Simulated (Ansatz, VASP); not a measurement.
## ZnSe (Stilleite): VASP beside Ansatz

Aim: how closely do two programs agree when they are given the same cell, functional and k mesh? The structure shown is the end of the Ansatz relaxation below.

Main program and level: Ansatz 0.2.0; plane waves, with VASP 6.6.1 beside it; single point at LDA.

## (1) The structure

Symmetry: I-4m2, No. 119, tetragonal system. The conventional cell has a = 3.952 Å, b = 3.952 Å, c = 5.512 Å, α = 90.00°, β = 90.00°, γ = 90.00°. Zn has 4 Se at 2.41 Å nearest. Nearest to Se lie 4 Zn at 2.41 Å. Farther neighbours and most contacts between anions are not listed.

## (2) Ansatz: relaxation, LDA

Ansatz runs on its PAW soft_1 files.

This run makes the geometry at which the two programs are then compared.

Input file input.yaml:

```yaml
crystal:
  lattice:
    - [0.0, 2.7836754256, 2.7558386713]
    - [2.7836754256, 0.0, 2.7558386713]
    - [2.7836754256, 2.7836754256, 0.0]
  atoms:
    - { symbol: Zn, position: [0.0, 0.0, 0.0] }
    - { symbol: Se, position: [0.75, 0.75, 0.75] }
  conventional_axes: [[-1, 1, 1], [1, -1, 1], [1, 1, -1]]
kpoints:
  mp_grid: { grid: [12, 12, 12] }
hamiltonian:
  xc: lda
  pseudopotentials: { kind: paw, azcp: { folder: soft_1 }, xc_functional: pbe }
scf:
  occupations: { method: gaussian, width: 0.02 }
output:
  forces: true
  stress: true
  eigenvalues: true
relax:
  adjacent_minimum: "off"
  f_tol: 0.001
  max_steps: 60
  cell: { stress_tol: 0.01, fix: [c, angles] }
```

Launch:

```sh
ansatz run input.yaml --threads 4 --pin off --max-ram 10240MiB --backend cpu --events-out ev --progress --plain --runs-dir out
```

Numbers of over 12 decimals in the logs are rounded to 6 here.

Log:

```text
Engine: ansatz 0.2.0, aarch64-unknown-linux-gnu
Pseudopotentials: kind: paw
Pseudopotential: Zn, paw, valence charge 12, recommended cutoff 420 eV (normal), soft_1/Zn.paw.azcp
Pseudopotential: Se, paw, valence charge 16, recommended cutoff 420 eV (normal), soft_1/Se.paw.azcp
Functional definition: SPW92
  exchange = slater_x
  correlation = pw_c
Crystal: 2 atoms, lattice volume = 42.709 Å³
Basis set: ecut = 420 eV, 869 PW (Γ)
Bands: 18, of which v1, the nominal top of the filled ones, is band 14 counted from 1 (13 counted from 0)
Symmetry: 8 space group operations
Space group: I-4m2 (ITA 119), of the structure as read, at distance tolerance 3.5e-5 Å
k-points: 163 of 1728 (time reversal used)
Non-local potential: Zn, projectors of the file, l = 0: 2, l = 1: 2, l = 2: 3, l = 3: 1
Non-local potential: Se, projectors of the file, l = 0: 2, l = 1: 2, l = 2: 3, l = 3: 1
PAW form: soft (Blöchl's): semilocal exchange-correlation on the pseudo side does not see the compensation charge
PAW frozen core: Zn, regenerated for the run's functional, and the local potential with it (the file was generated under x = pbe(κ = 0.804, μ = 0.219515), c = pbe(β = 0.066725))
PAW frozen core: Se, regenerated for the run's functional, and the local potential with it (the file was generated under x = pbe(κ = 0.804, μ = 0.219515), c = pbe(β = 0.066725))
PAW one-centre angular grid: Zn, 590 points (default); XC on 64 Gauss nodes
PAW one-centre angular grid: Se, 590 points (default); XC on 64 Gauss nodes
Initial density: superposition of atomic densities (chi_scale 0.1, normalization cell, long waves kept (reshape's long-wave potential 0.00 eV rms))
Initial wavefunctions: pseudopotential atomic-orbital guess
Functional: x = slater, c = lda
SCF iter   1: F=—  HF=-8631.202043 eV  |F-HF|=—  |Δ(HF+E_count)|=         —  Δρ=5.97e-2  dr2=9.74e-1  ethr=3.10e-3  ⟨swp⟩=6.0  Hψ=15989  notcnv=0
preconditioner: auto → none  [insulator: Δε(μ)=1.258 eV  Ē_g=13.073 eV  σ=0.020 eV  W_gap=1.00  n_scr=14 (ndim 8)  ℏωp=24.1 eV  f_vac=0.033  D(μ)=0.00/eV (n_scr^D=0)  ε∞_Penn≈4.4]
SCF iter   2: F=—  HF=-8630.952650 eV  |F-HF|=—  |Δ(HF+E_count)|=   2.49e-1  Δρ=2.70e-2  dr2=1.90e-1  ethr=3.10e-3  ⟨swp⟩=3.0  Hψ=6796  notcnv=0
SCF iter   3: F=—  HF=-8630.868017 eV  |F-HF|=—  |Δ(HF+E_count)|=   8.46e-2  Δρ=1.18e-2  dr2=3.12e-2  ethr=6.78e-4  ⟨swp⟩=2.1  Hψ=6174  notcnv=0
SCF iter   4: F=—  HF=-8630.859840 eV  |F-HF|=—  |Δ(HF+E_count)|=   8.18e-3  Δρ=2.77e-3  dr2=1.79e-3  ethr=1.12e-4  ⟨swp⟩=2.6  Hψ=6205  notcnv=0
SCF iter   5: F=—  HF=-8630.860136 eV  |F-HF|=—  |Δ(HF+E_count)|=   2.96e-4  Δρ=1.01e-3  dr2=3.00e-4  ethr=6.38e-6  ⟨swp⟩=2.0  Hψ=5198  notcnv=0
SCF iter   6: F=—  HF=-8630.860186 eV  |F-HF|=—  |Δ(HF+E_count)|=   4.97e-5  Δρ=6.18e-5  dr2=1.11e-6  ethr=1.07e-6  ⟨swp⟩=2.0  Hψ=5363  notcnv=0
SCF iter   7: F=—  HF=-8630.860184 eV  |F-HF|=—  |Δ(HF+E_count)|=   1.96e-6  Δρ=2.20e-5  dr2=2.23e-7  ethr=3.57e-10  ⟨swp⟩=7.7  Hψ=17499  notcnv=0
SCF iter   8: F=-8630.860183 eV  HF=-8630.860183 eV  |F-HF|=1.29e-8  |Δ(HF+E_count)|=   9.31e-8  Δρ=8.85e-6  dr2=1.71e-8  ethr=3.57e-10  ⟨swp⟩=5.6  Hψ=13020  notcnv=0
SCF 1 converged in 8 iterations: F = -8630.860183 eV  dr2 = 1.71e-8
  greatest PAW one-centre occupation: 1.000 electrons in one spin orbital (limit 2), on the Se atom at site 1 (counted from 0), in its partial waves of l = 2
relax step   1: F+E_penalty+E_count = -8630.86018345 eV  Δ(F+E_penalty+E_count) = +0.000e0 eV  max|allowed force component| = 1.171e-16 eV/Å  Δτ_max = 0.0000 Å  P = +0.732 GPa  Ω = 42.709 Å³  fix = [c, alpha, beta, gamma]  reactions: c +0.984 GPa  (8 SCF iters, dr2 threshold 1.00e-7 eV, accepted)
[...]
relax step   2: F+E_penalty+E_count = -8630.86068108 eV  Δ(F+E_penalty+E_count) = -4.976e-4 eV  max|allowed force component| = 4.616e-17 eV/Å  Δτ_max = 0.0000 Å  P = +0.340 GPa  Ω = 42.935 Å³  energy of the carried Pulay correction = -5.652e-5 eV  fix = [c, alpha, beta, gamma]  reactions: c +0.658 GPa  (4 SCF iters, dr2 threshold 2.00e-7 eV, accepted)
[...]
relax step   3: F+E_penalty+E_count = -8630.86071243 eV  Δ(F+E_penalty+E_count) = -3.134e-5 eV  max|allowed force component| = 1.475e-17 eV/Å  Δτ_max = 0.0000 Å  P = +0.175 GPa  Ω = 43.032 Å³  energy of the carried Pulay correction = -8.073e-5 eV  fix = [c, alpha, beta, gamma]  reactions: c +0.520 GPa  (3 SCF iters, dr2 threshold 8.24e-8 eV, accepted)
[...]
relax step   4: F+E_penalty+E_count = -8630.86078576 eV  Δ(F+E_penalty+E_count) = -7.333e-5 eV  max|allowed force component| = 1.475e-17 eV/Å  Δτ_max = 0.0000 Å  P = +0.175 GPa  Ω = 43.032 Å³  fix = [c, alpha, beta, gamma]  reactions: c +0.520 GPa  stress off target by 1.81e-3 GPa on what of the cell is left free  SCF on the basis re-selected at this cell (its energy is not comparable with the rows above)  (7 SCF iters)
basis re-selected at this cell: Δ(F+E_penalty+E_count) = -7.333e-5 eV, ΔP = +0.000 GPa vs the last step (what re-selecting the basis moved, of the pressure what is left beyond the Pulay correction that the steps carried, after the strain that the cell walked since its last selection, with what the two solves' SCF thresholds leave and, on support functions, any second-order correction that the steps lacked; it is no m [...]
SCF converged after 7 iterations
Free energy (F): -8630.860786 eV
Harris-Foulkes:  -8630.860786 eV  (|F-HF|=1.82e-12)
Internal energy: -8630.860786 eV  (E = F + TS)
E sigma→0 (E₀):  -8630.860786 eV
Fermi energy:    7.638590 eV
--- Per-component energies (eV) ---
  E_band       = -383.784244
  E_kinetic    = 260.763029
  E_local      = -4764.646251  (includes V_loc(G=0)·N_el)
  E_nonlocal   = 471.726793
  E_hartree    = 2204.136612
  E_xc         = -163.180752
  E_vxc        = -143.070459  (∫ρ·V_xc dr)
  E_paw        = -3871.094296  (= ΣΔE_a)
  E_vpaw       = -616.829965  (= ΣTr[D̂ρ^β])
  E_aug_tail   = -0.000625  (compensation charges beyond the density's cutoff)
  E_ewald      = -2772.339800
  E_core_change = 3.774503  (= ΣΔE_core)
  E_smearing   = -0.000000  (= −TS)
  E_closure    = 0.000000  (closes the sum)
  Σ components = -8630.860786   (vs F -8630.860786, Δ=0.00e0)
--- Forces (eV/Å), atoms counted from 1 ---
  atom   1  Zn     0.00000000    -0.00000000     0.00000000
  atom   2  Se    -0.00000000     0.00000000    -0.00000000
  max |Σ_I F_I| component: 2.60e-17 eV/Å
--- Stress (GPa, compression-positive) ---
        0.001805      -0.000000      -0.000000
       -0.000000       0.001805      -0.000000
       -0.000000      -0.000000       0.520251
  P = ⅓ Tr σ = 0.1746 GPa (1.746 kbar)
--- Band table (eV; the first three rows and the last of 163) ---
  k-point 0: bands = [... 10 lower, 0.5316, 6.9754, 6.9754, 7.0277, 8.2495, 12.6867, 12.6917, 12.6917]
  k-point 1: bands = [... 10 lower, 0.5305, 6.1866, 6.8933, 6.9329, 8.8944, 12.6222, 12.8220, 12.8241]
  k-point 2: bands = [... 10 lower, 0.5287, 4.9499, 6.6854, 6.7352, 9.5385, 12.7900, 13.1142, 13.1374]
  k-point 162: bands = [... 10 lower, 0.7418, 1.9736, 4.5308, 4.5308, 9.6370, 10.2198, 17.9903, 18.4563]
--- Relaxed structure (3 steps of the walk, 3 accepted, 1 SCFs on fresh bases) ---
  F+E_penalty+E_count = -8630.86078576 eV   max|allowed force component| = 1.475e-17 eV/Å   (the final SCF, on the basis selected at the relaxed cell)
  cell:  # Å, volume = 43.0322 Å³
    - [0, 2.794182, 2.7558386713]
    - [2.794182, 0, 2.7558386713]
    - [2.794182, 2.794182, 0]
  atoms:
    - { symbol: Zn, position: [0, 0, 0] }
    - { symbol: Se, position: [0.75, 0.75, 0.75] }
```

Reading the cycles: dr2 is the Hartree energy of the density residual (eV), the measure of convergence; HF is the Harris–Foulkes estimate of the energy, which meets the free energy F at convergence.

## (3) VASP: single point, LDA, pair 1

The same cell, functional (in two slightly different forms), mesh and smearing now go to VASP, with its own data sets.

Lines of VASP's logs that name or quote its potential files are left out, and so is its time.

Input file INCAR:

```
SYSTEM = ZnSe
PREC = Accurate
ENCUT = 500
EDIFF = 1E-06
NELM = 120
ISMEAR = 0
SIGMA = 0.02
LREAL = .FALSE.
ALGO = Normal
GGA = CA
NBANDS = 15
LORBIT = 11
LWAVE = .FALSE.
LCHARG = .FALSE.
ISIF = 2
LASPH = .TRUE.
GGA_COMPAT = .FALSE.
EFERMI = MIDGAP
KPAR = 2
```

Input file POSCAR:

```
ZnSe
1.0
    0.0000000000      2.7941816645      2.7558386713
    2.7941816645      0.0000000000      2.7558386713
    2.7941816645      2.7941816645      0.0000000000
Zn Se
1 1
Direct
    0.0000000000      0.0000000000      0.0000000000
    0.7500000000      0.7500000000      0.7500000000
```

Input file KPOINTS:

```
Automatic mesh
0
Gamma
12 12 12
0 0 0
```

Potentials, in the order of the species: Zn and Se (LDA family, release 64).

Launch:

```sh
mpirun -np 2 vasp_std
```

Log:

```text
[banner, memory and clock lines left out]
running    2 mpi-ranks, on    1 nodes
 distrk:  each k-point on    1 cores,    2 groups
 distr:  one band on    1 cores,    1 groups

 POSCAR found type information on POSCAR ZnSe
 POSCAR found :  2 types and       2 ions
 LDA part: xc-table for (Slater(with rela. corr.)+CA(PZ))
 , standard interpolation
 POSCAR, INCAR and KPOINTS ok, starting setup
 FFT: planning ... GRIDC
 FFT: planning ... GRID_SOFT
 FFT: planning ... GRID
 WAVECAR not read
 entering main loop
       N       E                     dE             d eps       ncg     rms          rms(c)
DAV:   1     0.852318561369E+02    0.85232E+02   -0.87330E+03  4890   0.136E+03
DAV:   2    -0.223797571627E+01   -0.87470E+02   -0.82837E+02  5464   0.258E+02
DAV:   3    -0.763776781112E+01   -0.53998E+01   -0.53765E+01  6017   0.637E+01
DAV:   4    -0.768368148078E+01   -0.45914E-01   -0.45905E-01  5814   0.622E+00
DAV:   5    -0.768391332953E+01   -0.23185E-03   -0.23185E-03  6248   0.410E-01    0.532E+00
DAV:   6    -0.740304060348E+01    0.28087E+00   -0.59499E-01  6993   0.274E+01    0.401E+00
DAV:   7    -0.737666330122E+01    0.26377E-01   -0.16595E-01  5877   0.414E+00    0.166E+00
DAV:   8    -0.737222298605E+01    0.44403E-02   -0.35990E-03  7319   0.847E-01    0.429E-01
DAV:   9    -0.737166010472E+01    0.56288E-03   -0.96049E-04  5870   0.264E-01    0.589E-02
DAV:  10    -0.737167777057E+01   -0.17666E-04   -0.12169E-04  6070   0.120E-01    0.188E-02
DAV:  11    -0.737167021375E+01    0.75568E-05   -0.16274E-05  7482   0.660E-02    0.464E-03
DAV:  12    -0.737167024639E+01   -0.32639E-07   -0.26492E-06  5632   0.123E-02
   1 F= -.73716702E+01 E0= -.73716702E+01  d E =0.000000E+00
```

OUTCAR, selected parts (step 3):

```text
ion  position               nearest neighbor table
   1  0.000  0.000  0.000-   2 2.41   2 2.41   2 2.41   2 2.41
   2  0.750  0.750  0.750-   1 2.41   1 2.41   1 2.41   1 2.41

  LATTYP: Found a body centered tetragonal cell.
 ALAT       =     3.9515696057
 C/A-ratio  =     1.3948071001

 Subroutine GETGRP returns: Found  8 space group operations
 (whereof  8 operations were pure point group operations)

The static configuration has the point symmetry D_2d.

 Found    163 irreducible k-points:

   k-points           NKPTS =    163   k-points in BZ     NKDIM =    163   number of bands    NBANDS=     15

   dimension x,y,z NGX =    30 NGY =   30 NGZ =   30
   dimension x,y,z NGXF=    60 NGYF=   60 NGZF=   60

   ENCUT  =  500.0 eV  36.75 Ry    6.06 a.u.   7.16  7.16  7.20*2*pi/ulx,y,z

   NELECT =      18.0000    total number of electrons

 k-points in reciprocal lattice and weights: Automatic mesh
   0.00000000  0.00000000  0.00000000       0.001
   0.08333333  0.00000000  0.00000000       0.005
   0.16666667 -0.00000000  0.00000000       0.005
   0.25000000 -0.00000000  0.00000000       0.005
   0.33333333 -0.00000000  0.00000000       0.005
   0.41666667 -0.00000000  0.00000000       0.005
   0.50000000 -0.00000000  0.00000000       0.002
   0.08333333  0.08333333  0.00000000       0.001
   0.16666667  0.08333333  0.00000000       0.005
[...]
-0.33333333  0.16666667  0.50000000       0.002
  -0.25000000  0.25000000  0.50000000       0.001

 average (electrostatic) potential at core
       1 -37.8415       2 -61.7887

 E-fermi :   2.6832

 k-point     1 :       0.0000    0.0000    0.0000
  band No.  band energies     occupation
    ...
      5      -4.4712      2.00000
      6      -4.4674      2.00000
      7       1.9980      2.00000
      8       1.9980      2.00000
      9       2.0502      2.00000
     10       3.3161      0.00000
     11       7.6960      0.00000
     12       7.7011      0.00000
     13       7.7011      0.00000
     14      11.8828      0.00000
    ...

 k-point     2 :       0.0833    0.0000    0.0000
  band No.  band energies     occupation
    ...
      5      -4.4720      2.00000
      6      -4.4685      2.00000
      7       1.2151      2.00000
      8       1.9158      2.00000
      9       1.9554      2.00000
     10       3.9539      0.00000
     11       7.6366      0.00000
     12       7.8318      0.00000
     13       7.8339      0.00000
     14      12.3561      0.00000
    ...

 k-point     3 :       0.1667   -0.0000    0.0000
  band No.  band energies     occupation
    ...
      5      -4.4728      2.00000
      6      -4.4703      2.00000
      7      -0.0234      2.00000
      8       1.7075      2.00000
      9       1.7574      2.00000
     10       4.5931      0.00000
     11       7.8160      0.00000
     12       8.1246      0.00000
     13       8.1480      0.00000
     14      12.4142      0.00000
    ...

  Total        0.1024009      0.1024009      0.2398905      0.0000000     -0.0000000      0.0000000
  in kB        3.8125996      3.8125996      8.9316263      0.0000000     -0.0000000      0.0000000
  external PRESSURE =       5.5189418 kB  Pullay stress =       0.0000000 kB

  energy-cutoff  :      500.00
  volume of cell :       43.03
      direct lattice vectors                 reciprocal lattice vectors
     0.000000000  2.794181664  2.755838671    -0.178943269  0.178943269  0.181432972
     2.794181664  0.000000000  2.755838671     0.178943269 -0.178943269  0.181432972
     2.794181664  2.794181664  0.000000000     0.178943269  0.178943269 -0.181432972

 POSITION                                       TOTAL-FORCE (eV/Angst)
 -----------------------------------------------------------------------------------
      0.00000      0.00000      0.00000         0.000000      0.000000     -0.000000
      4.19127      4.19127      4.13376        -0.000000     -0.000000      0.000000
 -----------------------------------------------------------------------------------
    total drift:                               -0.000000     -0.000000      0.000001

  FREE ENERGIE OF THE ION-ELECTRON SYSTEM (eV)
  ---------------------------------------------------
  free  energy   TOTEN  =        -7.3716702464 eV

  energy  without entropy=       -7.3716702464  energy(sigma->0) =       -7.37167025

 total charge
# of ion       s       p       d       tot
------------------------------------------
    1        0.559   0.500   9.789  10.849
    2        1.440   2.444   0.036   3.919
--------------------------------------------------
tot          1.999   2.944   9.825  14.768

[... 3 further parts left out ...]
```

The run ends at a pressure of 0.55 GPa.

## (4) Differences

Known differences besides the potentials themselves: the two LDA forms differ slightly; the data sets hold 28 valence electrons in Ansatz (on its PAW soft_1 files) and 18 in VASP; the cutoff is 420 eV in Ansatz and 500 eV in VASP; VASP's log shows a relativistic correction to its local exchange, Ansatz's none; Ansatz's pressure holds a Pulay correction, VASP's none. Total energies have different zeros and are not compared.

Both answers:

| quantity | Ansatz | VASP | difference |
| --- | --- | --- | --- |
| pressure (GPa) | 0.17 | 0.55 | -0.38 |
| gap on the k mesh (eV) | 1.222 | 1.266 | -0.044 |

A gap on the mesh is an upper bound, since the band edges may lie between its points.

## (5) Ansatz: relaxation, LDA

This run makes the geometry at which the two programs are then compared. The cell compared in this pair holds 42.93 Å³, against 43.03 Å³ for the pair before.

The structure compared here is the end of the Ansatz relaxation.

Changes to input.yaml since step 2:

```diff
@@ -2,5 +2,5 @@
   lattice:
-    - [0.0, 2.7836754256, 2.7558386713]
-    - [2.7836754256, 0.0, 2.7558386713]
-    - [2.7836754256, 2.7836754256, 0.0]
+    - [0.0, 2.7941816645, 2.728001917]
+    - [2.7941816645, 0.0, 2.728001917]
+    - [2.7941816645, 2.7941816645, 0.0]
   atoms:
```

Launch:

```sh
ansatz run input.yaml --threads 4 --pin off --max-ram 10240MiB --backend cpu --events-out ev --progress --plain --runs-dir out
```

Log:

```text
[...]
Crystal: 2 atoms, lattice volume = 42.597 Å³
Basis set: ecut = 420 eV, 869 PW (Γ)
Bands: 18, of which v1, the nominal top of the filled ones, is band 14 counted from 1 (13 counted from 0)
Symmetry: 8 space group operations
[...]
k-points: 163 of 1728 (time reversal used)
[...]
k-point 162: bands = [... 10 lower, 0.7825, 2.0559, 4.5048, 4.5048, 9.6232, 10.1631, 18.1330, 18.4987]
--- Relaxed structure (3 steps of the walk, 3 accepted, 1 SCFs on fresh bases) ---
[...]
cell:  # Å, volume = 42.9267 Å³
    - [0, 2.804960, 2.728001917]
    - [2.804960, 0, 2.728001917]
    - [2.804960, 2.804960, 0]
  atoms:
    - { symbol: Zn, position: [0, 0, 0] }
    - { symbol: Se, position: [0.75, 0.75, 0.750000] }
[key lines of the parts left out:]
SCF converged after 6 iterations
Free energy (F): -8630.858697 eV
Fermi energy:    7.693849 eV
P = ⅓ Tr σ = 0.3393 GPa (3.393 kbar)
```

## (6) VASP: single point, LDA, pair 2

The same cell, functional (in two slightly different forms), mesh and smearing now go to VASP, with its own data sets.

INCAR is that of step 3.

Input file POSCAR:

```
ZnSe
1.0
    0.0000000000      2.8049599860      2.7280019170
    2.8049599860      0.0000000000      2.7280019170
    2.8049599860      2.8049599860      0.0000000000
Zn Se
1 1
Direct
    0.0000000000      0.0000000000      0.0000000000
    0.7500000000      0.7500000000      0.7500000000
```

KPOINTS is that of step 3.

Launch:

```sh
mpirun -np 2 vasp_std
```

Log:

```text
[... set-up lines as in an earlier step ...]
 entering main loop
       N       E                     dE             d eps       ncg     rms          rms(c)
DAV:   1     0.854970726028E+02    0.85497E+02   -0.87264E+03  4890   0.135E+03
DAV:   2    -0.222032223570E+01   -0.87717E+02   -0.82863E+02  5464   0.259E+02
DAV:   3    -0.763609518672E+01   -0.54158E+01   -0.53943E+01  5940   0.646E+01
DAV:   4    -0.768200373504E+01   -0.45909E-01   -0.45902E-01  5716   0.629E+00
[...]
DAV:  10    -0.736936299741E+01   -0.17816E-04   -0.12368E-04  6130   0.123E-01    0.192E-02
DAV:  11    -0.736935520229E+01    0.77951E-05   -0.16660E-05  7390   0.671E-02    0.470E-03
DAV:  12    -0.736935523138E+01   -0.29090E-07   -0.27226E-06  5597   0.125E-02
   1 F= -.73693552E+01 E0= -.73693552E+01  d E =0.000000E+00
```

From OUTCAR (step 6):

```text
  Total        0.1035145      0.1035145      0.3712256      0.0000000     -0.0000000      0.0000000
  in kB        3.8635254      3.8635254     13.8554451      0.0000000     -0.0000000      0.0000000
  external PRESSURE =       7.1941653 kB  Pullay stress =       0.0000000 kB

 POSITION                                       TOTAL-FORCE (eV/Angst)
 -----------------------------------------------------------------------------------
      0.00000      0.00000      0.00000         0.000000      0.000000      0.000000
      4.20744      4.20744      4.09200        -0.000000     -0.000000      0.000000
 -----------------------------------------------------------------------------------
    total drift:                               -0.000000     -0.000000      0.000001

  FREE ENERGIE OF THE ION-ELECTRON SYSTEM (eV)
  ---------------------------------------------------
  free  energy   TOTEN  =        -7.3693552314 eV

  energy  without entropy=       -7.3693552314  energy(sigma->0) =       -7.36935523

[... 1 part as in an earlier step ...]

[... 2 further parts left out ...]
[key lines of the parts left out:]
E-fermi :   2.7264
```

The run ends at a pressure of 0.72 GPa.

(Part 1 of 2 ends here.)

[Lines on the potential files, build, host, timing and source positions are cut from VASP's logs without a mark.]

[Logs are printed without paths, hosts, clocks, repeated set-up lines and the standing remarks that a program may print on its own settings, such as how far it seeks lower states.]

[Hosts, paths, dates, database ids (printed as entryN), source tags and the programs' standing remarks are cut or masked in the printed files.]
